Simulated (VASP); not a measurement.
# Nb (Fm-3m) in VASP: settings compared, part 2 of 2

VASP 6.6.1. Earlier steps stand in the parts before.

### 3 Single point, B3LYP+D3(BJ)

Input file POSCAR:

```
Nb
1.0
    0.0000000000      2.1150000000      2.1150000000
    2.1150000000      0.0000000000      2.1150000000
    2.1150000000      2.1150000000      0.0000000000
Nb
1
Direct
    0.0000000000      0.0000000000      0.0000000000
```

Input file INCAR.step1:

```
SYSTEM = Nb
PREC     = Accurate       ! precision mode
ENCUT    = 520            ! plane-wave cutoff, eV
EDIFF    = 1E-5           ! SCF threshold, eV
ISMEAR   = 1              ! smearing method
SIGMA    = 0.001          ! smearing width, eV
LREAL    = .False.        ! projectors in reciprocal space
LASPH    = .True.         ! aspherical terms in the spheres
NELM     = 100            ! most SCF steps
ALGO     = Normal         ! electronic algorithm
ISIF     = 2              ! what is computed and relaxed
LWAVE    = .True.         ! write WAVECAR
GGA      = PE             ! functional
NBANDS   = 12             ! bands
```

Input file INCAR.step2:

```
SYSTEM = Nb
PREC     = Accurate       ! precision mode
ENCUT    = 520            ! plane-wave cutoff, eV
EDIFF    = 1E-6           ! SCF threshold, eV
ISMEAR   = 1              ! smearing method
SIGMA    = 0.001          ! smearing width, eV
LREAL    = .False.        ! projectors in reciprocal space
LASPH    = .True.         ! aspherical terms in the spheres
NELM     = 100            ! most SCF steps
ALGO     = Normal         ! electronic algorithm
ISIF     = 2              ! what is computed and relaxed
LWAVE    = .False.        ! write WAVECAR
LCHARG   = .True.         ! write CHGCAR
GGA      = B3             ! functional
LHFCALC  = .True.         ! exact exchange
AEXX     = 0.2            ! exact-exchange fraction
AGGAX    = 0.72         
AGGAC    = 0.81         
ALDAC    = 0.19         
PRECFOCK = Normal       
HFRCUT   = -1           
IVDW     = 12             ! dispersion correction
LELF     = .True.         ! ELF
LVHAR    = .True.       
ISTART   = 1            
NBANDS   = 12             ! bands
```

Input file KPOINTS:

```
regular mesh
0
Gamma
  7 7 7
  0 0 0
```

Potentials or basis: VASP PAW PBE potentials, release 64 (Nb_sv).

Launch:

```console
$ cat potpaw_PBE.64/Nb_sv/POTCAR > POTCAR
$ cp INCAR.step1 INCAR
$ mpirun -np 1 vasp_std > vasp.out
$ cp INCAR.step2 INCAR
$ mpirun -np 1 vasp_std > vasp.out
```

OUTCAR:

```text
SYSTEM = Nb
   PREC = Accurate
   ENCUT = 520
   EDIFF = 1E-6
   ISMEAR = 1
   LREAL = .False.
   LASPH = .True.
   NELM = 100
   ISIF = 2
   GGA = B3
   LHFCALC = .True.
   AEXX = 0.2
   PRECFOCK = Normal
   IVDW = 12
   ISTART = 1
 IVDW          = 12

 ion  position               nearest neighbor table
   1  0.000  0.000  0.000-

  LATTYP: Found a face centered cubic cell.
 ALAT       =     4.2300000000

  Lattice vectors:

 A1 = (   0.0000000000,   2.1150000000,   2.1150000000)
 A2 = (   2.1150000000,   0.0000000000,   2.1150000000)
 A3 = (   2.1150000000,   2.1150000000,   0.0000000000)

Analysis of symmetry for initial positions (statically):
=====================================================================
 Subroutine PRICEL returns:
 Original cell was already a primitive cell.

 Routine SETGRP: Setting up the symmetry group for a
 face centered cubic supercell.

 Subroutine GETGRP returns: Found 48 space group operations
 (whereof 48 operations were pure point group operations)
 out of a pool of 48 trial point group operations.

The static configuration has the point symmetry O_h .

Analysis of symmetry for dynamics (positions and initial velocities):
=====================================================================
 Subroutine PRICEL returns:
 Original cell was already a primitive cell.

 Routine SETGRP: Setting up the symmetry group for a
 face centered cubic supercell.

 Subroutine GETGRP returns: Found 48 space group operations
 (whereof 48 operations were pure point group operations)
 out of a pool of 48 trial point group operations.

The dynamic configuration has the point symmetry O_h .

 Subroutine INISYM returns: Found 48 space group operations
 (whereof 48 operations are pure point group operations),
 and found     1 'primitive' translations

----------------------------------------------------------------------------------------

                                     Primitive cell

  volume of cell :      18.9217

  direct lattice vectors                    reciprocal lattice vectors
     0.000000000  2.115000000  2.115000000    -0.236406619  0.236406619  0.236406619
     2.115000000  0.000000000  2.115000000     0.236406619 -0.236406619  0.236406619
     2.115000000  2.115000000  0.000000000     0.236406619  0.236406619 -0.236406619

  length of vectors
     2.991061684  2.991061684  2.991061684     0.409468276  0.409468276  0.409468276

  position of ions in fractional coordinates (direct lattice)
     0.000000000  0.000000000  0.000000000

  ion indices of the primitive-cell ions
   primitive index   ion index
                 1           1

----------------------------------------------------------------------------------------

 KPOINTS: regular mesh

Automatic generation of k-mesh.
 Grid dimensions read from file:
 generate k-points for:    7    7    7

 Generating k-lattice:

  Cartesian coordinates                     Fractional coordinates (reciprocal lattice)
    -0.033772374  0.033772374  0.033772374     0.142857143  0.000000000  0.000000000
     0.033772374 -0.033772374  0.033772374     0.000000000  0.142857143  0.000000000
     0.033772374  0.033772374 -0.033772374     0.000000000  0.000000000  0.142857143

[... 40 lines left out ...]
   NGXF,Y,Z  is equivalent  to a cutoff of  26.68, 26.68, 26.68 a.u.
 SYSTEM =  Nb
   PREC   = accura    normal or accurate (medium, high low for compatibility)
   ISTART =      1    job   : 0-new  1-cont  2-samecut
   ICHARG =      0    charge: 1-file 2-atom 10-const
   ISPIN  =      1    spin polarized calculation?
   LNONCOLLINEAR =      F non collinear calculations
   LSORBIT =      F    spin-orbit coupling
   LASPH  =      T    aspherical Exc in radial PAW
   ENCUT  =  520.0 eV  38.22 Ry    6.18 a.u.   5.56  5.56  5.56*2*pi/ulx,y,z
   NELM   =    100;   NELMIN=  2; NELMDL=  0     # of ELM steps
   EDIFF  = 0.1E-05   stopping-criterion for ELM
   LREAL  =      F    real-space projection
   EDIFFG = 0.1E-04   stopping-criterion for IOM
   NSW    =      0    number of steps for IOM
   IBRION =     -1    ionic relax: 0-MD 1-quasi-New 2-CG
   NFREE  =      0    steps in history (QN), initial steepest desc. (CG)
   ISIF   =      2    stress and relaxation
   ISYM   =      3    0-nonsym 1-usesym 2-fastsym
   POTIM  = 0.5000    time-step for ionic-motion
   TEBEG  =    0.0;   TEEND  =   0.0 temperature during run
   PSTRESS=    0.0 pullay stress
   NELECT =      13.0000    total number of electrons
   NUPDOWN=      -1.0000    fix difference up-down
   EMIN   =  10.00;   EMAX   =-10.00  energy-range for DOS
   EFERMI =   0.00;   METHOD = LEGACY
   ISMEAR =     1;   SIGMA  =   0.00  broadening in eV -4-tet -1-fermi 0-gaus
   EFERMI_NEDOS =   21; number of points for ismear=-14 and -15
   IALGO  =     38    algorithm
   IMIX   =      1    mixing-type and parameters
     AMIX     =   0.40;   BMIX     =  1.00
     AMIX_MAG =   1.60;   BMIX_MAG =  1.00
  volume/ion in A,a.u.               =      18.92       127.69
  Fermi-wavevector in a.u.,A,eV,Ry     =   1.444560  2.729823 28.392005  2.086754
  Thomas-Fermi vector in A             =   2.562841
   LORBIT       =      0    0 simple, 1 ext, 2 COOP (PROOUT), +10 PAW based schemes
   GGA     = B3    functional components
   LHFCALC =     T    Hartree Fock is set to
   PRECFOCK=normal    Normal, Fast or Accurate (Low or Medium for compatibility)
   ENCUT4O =  -1.0   cutoff for four orbital integrals eV
   NKREDX  =     1    reduce k-point grid by
   NKREDY  =     1    reduce k-point grid by
   NKREDZ  =     1    reduce k-point grid by
   AEXX    =    0.2000 exact exchange contribution
   HFSCREEN=    0.0000 screening length (either q_TF or 0.3 A-1)
   HFSCREENC=   0.0000 screening length for correlation (either q_TF or 0.3 A-1)
   ENCUTFOCK=  -1.0 apply spherical cutoff to Coloumb kernel
   IVDW    =    12    specifies the selected vdW correction
   LEPSILON=     F    determine dielectric tensor
   LRPA    =     F    only Hartree local field effects (RPA)
 non-spin polarized calculation
 Methfessel and Paxton  Order N= 1 SIGMA  =   0.00
  energy-cutoff  :      520.00
  volume of cell :       18.92
 maximum number of plane-waves:       531
 NGX is ok and might be reduce to    24
  NGX = 18; NGY = 18; NGZ = 18

 number of electron      13.0000001 magnetization

 Free energy of the ion-electron system (eV)
  ---------------------------------------------------
  ext. energy  EPLUGINS =         0.00000000
  ---------------------------------------------------
  free energy    TOTEN  =       -10.82857304 eV

  energy without entropy =      -10.82855507  energy(sigma->0) =      -10.82856705

 E-fermi :  11.1513     XC(G=0):  -9.7673

 val. band max:       11.1020018168   @ k =   0.4286   0.0000   0.0000
 cond. band min:      11.1514689106   @ k =  -0.4286   0.2857   0.0000
 fundamental gap:      0.0494670937
 Fermi energy:        11.1512936354

 k-point     1 :       0.0000    0.0000    0.0000
  band No.  band energies     occupation
      1     -47.0786      2.00000
      2     -21.3724      2.00000
      3     -21.3724      2.00000
      4     -21.3724      2.00000
      5       3.9471      2.00000
      6      11.6240      0.00000
      7      11.6240      0.00000
      8      11.6240      0.00000
      9      14.6792      0.00000
     10      14.6792      0.00000
     11      23.8326      0.00000
     12      28.9479      0.00000
[... 271 lines left out ...]
 k-point    20 :      -0.2857    0.4286    0.1429
  band No.  band energies     occupation
      1     -46.8074      2.00000
      2     -22.2603      2.00000
      3     -22.1833      2.00000
      4     -21.7755      2.00000
      5       7.9553      2.00000
      6       8.8147      2.00000
      7      10.2600      2.00000
      8      13.8830      0.00000
      9      16.5528      0.00000
     10      20.9005      0.00000
     11      22.3136      0.00000
     12      24.3000      0.00000

------------------------ aborting loop because EDIFF is reached ----------------------------------------

 Edisp (eV)   -1.44891

 E8    (eV) :    -1.0438

  FORCE on cell =-STRESS in cart. coord.  units (eV):
  Direction    XX          YY          ZZ          XY          YZ          ZX
  --------------------------------------------------------------------------------------
  -------------------------------------------------------------------------------------
  Total      -1.65462    -1.65462    -1.65462     0.00000    -0.00000    -0.00000
  in kB    -140.10325  -140.10325  -140.10325     0.00000    -0.00000    -0.00000
  external pressure =     -140.10 kB  Pullay stress =        0.00 kB

 VOLUME and BASIS-vectors are now :
 -----------------------------------------------------------------------------
  energy-cutoff  :      520.00
  volume of cell :       18.92
      direct lattice vectors                 reciprocal lattice vectors
     0.000000000  2.115000000  2.115000000    -0.236406619  0.236406619  0.236406619
     2.115000000  0.000000000  2.115000000     0.236406619 -0.236406619  0.236406619
     2.115000000  2.115000000  0.000000000     0.236406619  0.236406619 -0.236406619

 POSITION                                       TOTAL-FORCE (eV/Angst)
 -----------------------------------------------------------------------------------
      0.00000      0.00000      0.00000         0.000000      0.000000      0.000000
 -----------------------------------------------------------------------------------
    total drift:                               -0.000000     -0.000000      0.000000

  FREE ENERGIE OF THE ION-ELECTRON SYSTEM (eV)
  ---------------------------------------------------
  free  energy   TOTEN  =       -12.2774845069 eV

  energy  without entropy=      -12.2774665418  energy(sigma->0) =      -12.27747852
```

Run time: 42 min. Hardware: 1 thread of Intel Xeon Platinum 8175M at 2.50GHz (Skylake/Cascade Lake), shared host; peak memory 0.16 GiB.

Results:

```yaml
Free_energy: -12.2775 eV
Pressure: -14.0 GPa
Band_gap_on_the_k_mesh: none (metal or under the smearing width)
Dispersion_energy_per_atom: -1.449 eV
```

Levels at points of the mesh, in eV from the Fermi level:
| k point | band 4 | band 5 | band 6 | band 7 | band 8 | band 9 |
| --- | --- | --- | --- | --- | --- | --- |
| (0.00, 0.00, 0.00) | -32.52 | -7.20 | 0.47 | 0.47 | 0.47 | 3.53 |

Caveat: the k mesh is coarse (spacing up to 0.37 Å⁻¹), so the values aren't converged, least of all with exact exchange; the PAW data sets were made with another functional, which shifts forces and pressure a little; pairwise dispersion overbinds metals, which lowers pressure and volume.
